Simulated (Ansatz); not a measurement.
**Al started in the widest void in wurtzite AlN, 97 atoms, charge +1**

All numbers come from Ansatz (PAW, plane waves, no spin–orbit coupling) at the single k point (¼, ¼, ¼) without its symmetry partners. The atoms were relaxed with PBEsol in a fixed cell; other functionals are single points on those atoms unless said otherwise. The valence top and gap of the host come from its small cell on a dense mesh, with the band extrema sought between the mesh points, lined up by the mean potential, PBEsol gap 4.09 eV, HSE06 gap 5.54 eV. The charge correction uses an assumed dielectric constant of 8.5.

Cell: a = 9.341 Å, b = 10.787 Å, c = 9.967 Å, α = 90.00°, β = 90.00°, γ = 90.00°.

Nearest atoms after relaxation, from the placed atom (for vacancies from the middle of the vacant sites): N at 1.85 Å, N at 1.97 Å, N at 1.97 Å, Al at 2.36 Å, Al at 2.38 Å, Al at 2.38 Å, Al at 2.50 Å, Al at 2.51 Å.

Chemical potentials μ are those of reference phases of the elements at zero temperature by the same functional (the usual solids, diamond for C, grey Sn, and the molecules H2, N2, O2, F2, Cl2, Br2 and S8).

| functional | E(defect) − E(host) − Σ nμ + q·E_VBM (eV) | monopole (eV) | alignment (eV) | formation energy at E_F = VBM (eV) | moment (μB) | wall time, shared host |
| --- | --- | --- | --- | --- | --- | --- |
| PBEsol | 4.90 | 0.24 | 0.07 | 5.21 | 0 (no spin) | 3.2 min on 7 threads of Neoverse-V2 (relaxation) |
| HSE06 | 4.51 | 0.24 | 0.08 | 4.83 | 0 (no spin) | 5.1 min on 7 threads of Neoverse-V2 |

HSE06 one-electron levels near the gap (the ten most localised at most), from the host's valence top, not corrected for the charge's images:

```csv
level (eV),spin,filling,atoms sharing it,element of the atom with most weight
-0.22,both,2.00,49.6,spread
-0.19,both,2.00,47.7,spread
-0.08,both,2.00,44.3,spread
3.09,both,2.00,7.6,Al
```

All elements are taken at their own reference at once; growth conditions in equilibrium with the host shift these energies, by up to the host's formation enthalpy.

One k point and a cell of this size can leave errors of several tenths of an eV in such numbers.

The extra Al is costly to insert even with metallic Al as its reservoir, the most favourable source for a cation interstitial. Its closest N neighbours lie at ordinary Al–N bond lengths, but several Al atoms are much nearer than cations normally sit in AlN, so cation repulsion and lattice strain probably account for much of the energy.

In the +1 state, two of the added atom's three valence electrons remain in a filled level near mid-gap. Its largest weight on Al and its spread over several atoms suggest a cation-derived state of Al 3s and 3p character, in which shared electrons partly offset the repulsion between the crowded Al atoms. This is a deep donor level, not a shallow one. With the Fermi level at the valence top, giving up these two electrons should be favourable, so +3, the closed-shell ion, is probably the preferred state there. The +1 energy alone fixes neither the donor transition levels nor how strongly the interstitial compensates acceptors.
